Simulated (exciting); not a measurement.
# Au (P-1) in exciting: single point with LDA+TS

Aim: the single point of Au with LDA+TS.

Everything below comes from runs of exciting (release sodium). Logs are shortened: lines on timing, memory, paths and dates and some standing lists are left out, and cuts for length are marked.

### 1 The crystal as given

The typed cell holds 2 atoms: a = 2.815 Å, b = 2.820 Å, c = 5.191 Å, α = 103.14°, β = 102.66°, γ = 90.26°.

This isn't the form of Au at room conditions, which is fcc.

### 2 Single point, LDA+TS

Contents of run_exciting.py:

```python
import subprocess
import xml.etree.ElementTree as ET
from ase.io import read
from ase.units import Bohr

atoms = read("Au.cif")
import spglib
from ase import Atoms
cell, positions, numbers = spglib.find_primitive((atoms.cell[:], atoms.get_scaled_positions(), atoms.numbers), symprec=1e-5)
atoms = Atoms(numbers, cell=cell, scaled_positions=positions, pbc=True)
rmt = {'Au': 2.3}  # bohr
tasks = """
<groundstate do="fromscratch" ngridk="10 10 6" rgkmax="9" gmaxvr="14" lmaxapw="10" lmaxmat="10" lmaxvr="8" xctype="LDA_PW" stype="Methfessel-Paxton 1" swidth="0.00183747" nempty="18" ValenceRelativity="iora*" epsengy="1e-05" epspot="1e-05" maxscl="60" tforce="true" outputlevel="normal" vdWcorrection="TSvdW"/>
<properties>
  <TSvdW/>
</properties>
"""

root = ET.Element("input")
ET.SubElement(root, "title").text = "Au"
structure = ET.SubElement(root, "structure", speciespath="./", tshift="false")
crystal = ET.SubElement(structure, "crystal", scale="1.0")
for vector in atoms.cell / Bohr:
    ET.SubElement(crystal, "basevect").text = " ".join(f"{x:.12f}" for x in vector)
symbols = atoms.get_chemical_symbols()
for element in dict.fromkeys(symbols):
    species = ET.SubElement(structure, "species", speciesfile=element + ".xml", rmt=str(rmt[element]))
    for symbol, position in zip(symbols, atoms.get_scaled_positions(wrap=False)):
        if symbol == element:
            ET.SubElement(species, "atom", coord=" ".join(f"{x:.12f}" for x in position))
root.extend(ET.fromstring("<tasks>" + tasks + "</tasks>"))
ET.indent(root)
ET.ElementTree(root).write("input.xml")
subprocess.run(["exciting_smp"], check=True)
```

Contents of Au.cif:

```cif
data_Au
_cell_length_a 2.81548906
_cell_length_b 2.82020935
_cell_length_c 5.19094507
_cell_angle_alpha 103.14121738
_cell_angle_beta 102.66246225
_cell_angle_gamma 90.26320362
_space_group_name_H-M_alt 'P-1'
_space_group_name_Hall '-P 1'
_space_group_IT_number 2
loop_
_space_group_symop_operation_xyz
'x,y,z'
'-x,-y,-z'
loop_
_atom_site_label
_atom_site_type_symbol
_atom_site_symmetry_multiplicity
_atom_site_Wyckoff_symbol
_atom_site_fract_x
_atom_site_fract_y
_atom_site_fract_z
_atom_site_occupancy
Au1 Au 2 i 0.6728620000 0.6659620000 0.2740550000 1
```

Potentials or basis: all-electron LAPW+lo, shipped species files, valence relativity iora*.

Started as:

```
OMP_NUM_THREADS=1 python run_exciting.py
```

Output:

```text
================================================================================
EXCITING SODIUM started
[... 10 lines left out ...]

 Lattice vectors (cartesian) :
      5.3205032337      0.0000000000      0.0000000000
     -0.0244820575      5.3293670565      0.0000000000
     -2.1503035689     -2.2401020612      9.3050379590

 Reciprocal lattice vectors (cartesian) :
      1.1809381615      0.0054249962      0.2742093154
     -0.0000000000      1.1789740209      0.2838271210
      0.0000000000     -0.0000000000      0.6752455320

 Unit cell volume                           :     263.8435572116
 Brillouin zone volume                      :       0.9401412567

 Species :    1 (Au)
     parameters loaded from                 :    Au.xml
     name                                   :    gold
     nuclear charge                         :     -79.00000000
     electronic charge                      :      79.00000000
     atomic mass                            :  359048.05590000
     muffin-tin radius                      :       2.30000000
     # of radial points in muffin-tin       :     450

     atomic positions (lattice) :
       1 :   0.67286200  0.66596200  0.27405500
       2 :   0.32713800  0.33403800  0.72594500

 Total number of atoms per unit cell        :       2

 Spin treatment                             :    spin-unpolarised

 Number of Bravais lattice symmetries       :       2
 Number of crystal symmetries               :       2

 k-point grid                               :      10   10    6
 Total number of k-points                   :     304
 k-point set is reduced with crystal symmetries

 R^MT_min * |G+k|_max (rgkmax)              :       9.00000000
 Species with R^MT_min                      :       1 (Au)
 Maximum |G+k| for APW functions            :       3.91304348
 Maximum |G| for potential and density      :      14.00000000

[... 25 lines left out ...]
 Smearing width                             :       0.00183747

[... 17 lines left out ...]
+ SCF iteration number :    1                                                  +
++++++++++++++++++++++++++++++++++++++++++++++++++++++++++++++++++++++++++++++++
 Total energy                               :    -38034.48141062
 _______________________________________________________________
 Fermi energy                               :         0.33971067
 Kinetic energy                             :     43764.85389997
 Coulomb energy                             :    -81090.25168521
 Exchange energy                            :      -692.54523998
 Correlation energy                         :       -16.53838541
[... 270 lines left out ...]
 RMS change in effective potential (target) :  0.508718E-04  ( 0.100000E-04)
 Absolute change in total energy   (target) :  0.506868      ( 0.100000E-04)
 Charge distance                   (target) :  0.317464E-04  ( 0.100000E-04)
 Abs. change in max-nonIBS-force   (target) :  0.105056E-03  ( 0.500000E-04)

++++++++++++++++++++++++++++++++++++++++++++++++++++++++++++++++++++++++++++++++
[... 6 further cycles ...]
+ SCF iteration number :   17                                                  +
++++++++++++++++++++++++++++++++++++++++++++++++++++++++++++++++++++++++++++++++
 Total energy                               :    -38074.85479746
 _______________________________________________________________
 Fermi energy                               :         0.30054521
 Kinetic energy                             :     43738.23898729
 Coulomb energy                             :    -81103.31196330
 Exchange energy                            :      -693.22547802
 Correlation energy                         :       -16.55634342
[... 275 lines left out ...]
 RMS change in effective potential (target) :  0.682628E-09  ( 0.100000E-04)
 Absolute change in total energy   (target) :  0.520090E-05  ( 0.100000E-04)
 Charge distance                   (target) :  0.727633E-09  ( 0.100000E-04)
 Abs. change in max-nonIBS-force   (target) :  0.438120E-07  ( 0.500000E-04)

++++++++++++++++++++++++++++++++++++++++++++++++++++++++++++++++++++++++++++++++
| Convergency criteria checked for the last 2 iterations                       +
| Convergence targets achieved. Performing final SCF iteration                 +
++++++++++++++++++++++++++++++++++++++++++++++++++++++++++++++++++++++++++++++++
 Total energy                               :    -38074.80642622
 _______________________________________________________________
 Fermi energy                               :         0.30054609
 Kinetic energy                             :     43738.25675889
 Coulomb energy                             :    -81103.25741588
 Exchange energy                            :      -693.22346365
 Correlation energy                         :       -16.55632003
 TS-vdW dispersion correction               :        -0.02598555

 DOS at Fermi energy (states/Ha/cell)       :         9.40864041

 Electron charges :
     core                                   :        96.00000000
     core leakage                           :         0.00286168
     valence                                :        62.00000000
     interstitial                           :         4.51679108
     charge in muffin-tin spheres :
                  atom     1    Au          :        76.74160446
                  atom     2    Au          :        76.74160446
     total charge in muffin-tins            :       153.48320892
     total charge                           :       158.00000000

++++++++++++++++++++++++++++++++++++++++++++++++++++++++++++++++++++++++++++++++
+ Self-consistent loop stopped                                                 +
++++++++++++++++++++++++++++++++++++++++++++++++++++++++++++++++++++++++++++++++
 STATE.OUT is written

--------------------------------------------------------------------------------
- Writing atomic positions and forces                                          -
--------------------------------------------------------------------------------

 Atomic positions (lattice) :
 atom     1  Au  :     0.67286200    0.66596200    0.27405500
 atom     2  Au  :     0.32713800    0.33403800    0.72594500

 Total atomic forces including IBS (cartesian) :
 atom     1  Au  :    -0.00012115   -0.00018974    0.00363873
 atom     2  Au  :     0.00012115    0.00018974   -0.00363873

 Atomic force components including IBS (cartesian) :
 atom     1  Au  :    -0.00868918   -0.00718114    0.25775179   HF force
                 :     0.01714214    0.01577554   -0.16542786   core correction
                 :    -0.00823792   -0.00841466   -0.08947203   IBS correction
                 :    -0.00033618   -0.00036948    0.00078683   TS-vdW force
 atom     2  Au  :     0.00868918    0.00718114   -0.25775179   HF force
                 :    -0.01714214   -0.01577554    0.16542786   core correction
                 :     0.00823792    0.00841466    0.08947203   IBS correction
                 :     0.00033618    0.00036948   -0.00078683   TS-vdW force

********************************************************************************
[... 7 lines left out ...]
| EXCITING SODIUM stopped                                                      =
================================================================================
```

input.xml:

```text
<input>
  <title>Au</title>
  <structure speciespath="./" tshift="false">
    <crystal scale="1.0">
      <basevect>5.320503233690 0.000000000000 0.000000000000</basevect>
      <basevect>-0.024482057502 5.329367056458 0.000000000000</basevect>
      <basevect>-2.150303568909 -2.240102061220 9.305037959008</basevect>
    </crystal>
    <species speciesfile="Au.xml" rmt="2.3">
      <atom coord="0.672862000000 0.665962000000 0.274055000000" />
      <atom coord="0.327138000000 0.334038000000 0.725945000000" />
    </species>
  </structure>
  <groundstate do="fromscratch" ngridk="10 10 6" rgkmax="9" gmaxvr="14" lmaxapw="10" lmaxmat="10" lmaxvr="8" xctype="LDA_PW" stype="Methfessel-Paxton 1" swidth="0.00183747" nempty="18" ValenceRelativity="iora*" epsengy="1e-05" epspot="1e-05" maxscl="60" tforce="true" outputlevel="normal" vdWcorrection="TSvdW" />
  <properties>
    <TSvdW />
  </properties>
</input>
```

Wall time 17 min (1 thread of Arm Neoverse V2, shared host); peak memory 0.15 GiB.

Results:

| Quantity | Value |
| --- | --- |
| Free energy | -1036068.2639 eV |
| Band gap on the k mesh | none (metal or under the smearing width) |
| All electrons inside the program's atomic spheres | Au 76.74 (radii Au 2.3 bohr) |
| Dispersion energy per atom | -0.354 eV |

Levels at points of the mesh, in eV from the Fermi level:
| k point | band 29 | band 30 | band 31 | band 32 | band 33 | band 34 |
| --- | --- | --- | --- | --- | --- | --- |
| (0.00, 0.00, 0.00) | -2.17 | -1.93 | -1.55 | 0.03 | 2.70 | 13.97 |
| (0.50, 0.00, 0.00) | -2.23 | -1.73 | 0.51 | 1.16 | 2.82 | 5.51 |
| (0.00, 0.50, 0.00) | -2.20 | -1.77 | 0.46 | 1.17 | 2.68 | 5.47 |
| (0.50, 0.50, 0.00) | -0.76 | -0.74 | 2.71 | 4.64 | 5.95 | 6.63 |
| (0.00, 0.00, 0.50) | -1.88 | -1.65 | -1.54 | -1.49 | 9.34 | 11.54 |
| (0.50, 0.00, 0.50) | -1.94 | -1.93 | 0.08 | 1.34 | 1.71 | 4.90 |
| (0.00, 0.50, 0.50) | -1.99 | -1.92 | 0.12 | 1.38 | 1.68 | 4.94 |
| (0.50, 0.50, 0.50) | -0.76 | -0.73 | 3.05 | 5.25 | 5.51 | 6.61 |

Caveat: the basis of Au and Ba changes in steps between geometries, so energy differences can be off by several meV. Spin-orbit coupling is left out, which matters for the levels of Au.
